## Same bonds, very different stiffness

Why can the same silicon bonds vibrate at 108 cm⁻¹ in one pattern and at 486 cm⁻¹ in another? All the atoms have the same mass, so the difference lies in how strongly the crystal resists each pattern. Since stiffness grows as the square of the frequency, the resistance differs by a factor of about twenty.

Harmonic phonon frequencies of diamond-structure silicon (2-atom cell), computed with ABINIT 10.8.3 using PBE, PseudoDojo NC SR PBE v0.4.1 standard pseudopotentials, a shifted 4×4×4 k mesh and a plane-wave cutoff of 381 eV, 0.78 times the recommended value. Phonon q row 1 is L (0.5, 0.5, 0.5) and row 2 is X (0.5, 0, 0.5), in units of the reciprocal lattice vectors.

| row | phonon q row (row) | phonon frequency (cm⁻¹) |
| --- | --- | --- |
| 1 | 1 | 108.5 |
| 2 | 1 | 108.5 |
| 3 | 1 | 372.2 |
| 4 | 1 | 408.8 |
| 5 | 1 | 485.7 |
| 6 | 1 | 485.7 |
| 7 | 2 | 142.8 |
| 8 | 2 | 142.8 |
| 9 | 2 | 406.4 |
| 10 | 2 | 406.4 |
| 11 | 2 | 456.8 |
| 12 | 2 | 456.8 |

The frequencies come from density-functional theory with the PBE functional. Where the phonon q row is 1, the wave is at L and runs along the body diagonal of the cube; where it is 2, the wave is at X and runs along a cube edge. Transverse modes move atoms across the direction of the wave, longitudinal ones along it. At both points a low transverse pair and a high transverse pair enclose two longitudinal modes.

## Sliding without stretching

Along the body diagonal, silicon is a stack of double layers. One axial bond per atom joins a double layer to the next, while three slanted bonds hold each double layer together. In the low pair at L, rigid double layers slide sideways in opposite directions. The axial bonds tilt, but to first order no bond changes its length.

A square frame of stiff rods with slightly stiff hinges behaves in the same way. It shears easily because only the hinges resist, yet it is hard to stretch along a rod. The likeness covers the geometry alone, since a frame has no electrons that shift when it deforms.

At X the low pair also avoids stretching, but when the atoms move along a face diagonal, two bonds of each atom tilt instead of one. This doubles the angular part of the squared frequency in a simple spring model, so the frequency should rise by a factor of 1.41 from L to X. The computed rise is 1.32, close to what geometry suggests.

## Two springs

The model has one spring against stretching a bond and one against changing the scalar product of two bonds at the same atom. For each pattern,

ν² = s S + a A

Here ν is the frequency in cm⁻¹, and S and A are the two spring constants divided by the atomic mass, in cm⁻². The numbers s and a follow from the displacement pattern, which symmetry largely fixes. S and A were fitted to the five distinct frequencies of the eight higher modes; the low pairs were left out because they test the angle spring alone. The printed output below compares the model with all twelve rows.

The higher modes are reproduced within 2% of their computed frequencies. The calculation used a single mesh and a single cutoff, which lies below the recommended one, so the remaining differences of a few cm⁻¹ deserve no separate explanation.

## Why the longitudinal modes split at L

In the model, the upper longitudinal mode at L moves rigid double layers against each other and stretches the axial bonds head-on. The lower one moves axial pairs as units and deforms the slanted bonds, which lie mostly across the motion and so stretch little. With the stretch spring alone, the two would be 168 cm⁻¹ apart.

The lower mode, however, alternately flattens and sharpens the pyramids formed by the slanted bonds. This changes many bond angles, and the angle spring lifts the mode strongly. The model splitting shrinks to 30 cm⁻¹, near the computed 37 cm⁻¹.

At X the two longitudinal modes coincide. Each plane of atoms lies midway between two planes of the other sublattice that move in opposite directions, so their pushes cancel. The sublattices can then vibrate independently, and as both consist of silicon, they do so at the same frequency.

## Why the high pair falls from L to X

The high transverse pairs stretch bonds equally strongly at both points. At L they also change the scalar products of neighbouring bonds, whereas at X these stay constant to first order. The model therefore assigns the whole drop of 29 cm⁻¹ to the angle spring. Its size agrees with the computed one, though both frequencies were part of the fit.

## Where the springs fail

The low pair at L can be worked out by hand. If each atom moves sideways by u, the ends of an axial bond separate sideways by 2u. Of the six scalar products at each atom, only the three with the axial bond change, and for bond vectors of unit length their squared changes add up to (4/3)(2u)² = (16/3)u². Hence s = 0 and a = 16/3, and with the fitted A = 5121 cm⁻²,

ν = √(16/3 × 5121) ≈ 165 cm⁻¹

The computed value, which was not used in the fit, is 108.5 cm⁻¹. The model is thus about 52% too high at L, and 64% too high at X. The low pairs would need an angle constant of only about 0.4 times the one that suits the higher modes, so no single value serves both groups.

The accepted explanation is that the charge in the bonds shifts as the atoms move and carries forces beyond the nearest bonds. Such forces can soften the sliding patterns while leaving the others stiff. The frequencies here show that the two springs used are not enough, but they don't test this particular cause.

For a related crystal, first ask how strongly a pattern stretches the bonds, then how strongly it changes the angles between them. That gives the likely order of the modes as long as the angle spring is soft, as it is here. In the model, an A above one eighth of S would lift the longitudinal modes at X over the high transverse pair. A spring constant taken from the high modes may also badly overestimate the low ones.

Printed output of the fit:

```
fit of w2 on 5 rows ((once == 1) & (st > 0)): coefficient of st 78938 +/- 999, coefficient of an 5121 +/- 214; rms 3129, worst 9 -5288, leave-one-out rms 6285
  rows outside the fit (model, value, miss): 1 27311, 11772, 15539; 2 27311, 11772, 15539; 6 237812, 235904, 1907; 7 54622, 20392, 34230; 8 54622, 20392, 34230; 10 159872, 165161, -5288; 12 210501, 208666, 1834
Two-spring model against the calculation, 1/cm:
  row  computed  two springs  stretch spring only  model less computed
    1     108.5        165.3                    0                56.76
    2     108.5        165.3                    0                56.76
    3     372.2          376                229.4                3.814
    4     408.8        405.8                397.3               -2.964
    5     485.7        487.7                458.8                1.959
    6     485.7        487.7                458.8                1.959
    7     142.8        233.7                    0                90.91
    8     142.8        233.7                    0                90.91
    9     406.4        399.8                324.4               -6.559
   10     406.4        399.8                324.4               -6.559
   11     456.8        458.8                458.8                2.003
   12     456.8        458.8                458.8                2.003
Stretch constant over angle constant (unit bond vectors): 15.42
Largest miss of the eight higher modes, 1/cm: 6.559
Low transverse pair at L, model over computed frequency: 1.523
Low transverse pair at X, model over computed frequency: 1.637
Angle constant that the low pair at L needs, as fraction of the fitted one: 0.431
Angle constant that the low pair at X needs, as fraction of the fitted one: 0.3733
Low transverse frequency, X over L, computed: 1.316
Low transverse frequency, X over L, model: 1.414
Longitudinal splitting at L, computed, 1/cm: 36.6
Longitudinal splitting at L, two springs, 1/cm: 29.82
Longitudinal splitting at L, stretch spring only, 1/cm: 167.9
High transverse pair, L less X, computed, 1/cm: 28.9
High transverse pair, L less X, two springs, 1/cm: 28.86
```
